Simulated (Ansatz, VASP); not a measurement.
**SiC: VASP beside Ansatz**

```xyz
2
Lattice="0.0000 2.1896 2.1896 2.1896 0.0000 2.1896 2.1896 2.1896 0.0000" Properties=species:S:1:pos:R:3 pbc="T T T"
Si    0.0000    0.0000    0.0000
C     3.2843    3.2843    3.2843
```

Alike in both runs: task relaxation of cell and atoms; functional PBE; k mesh 10 × 10 × 10; occupations gaussian, width 0.02 eV; no spin polarisation.

|  | VASP | Ansatz |
| --- | --- | --- |
| version | VASP 6.6.1 | Ansatz 0.2.0 |
| potentials or method | VASP PAW PBE potentials, release 64 (Si, C) | scalar-relativistic, plane waves, PAW |
| plane-wave cutoff (eV) | 600 | 420 |
| valence electrons in the cell | 8 | 8 |

```tsv
	VASP	Ansatz	Ansatz less VASP
gap on the k mesh at the Fermi level, each at its own relaxed structure (eV)	1.37	1.37	+0.002
relaxed volume (Å³/atom)	10.50	10.50	+0.002
relaxed cell length with the largest relative difference (Å)	3.096	3.097	+0.0002
```

Caveats: the relaxation stopped at its first step, so nothing moved. A k mesh can miss the band edges.
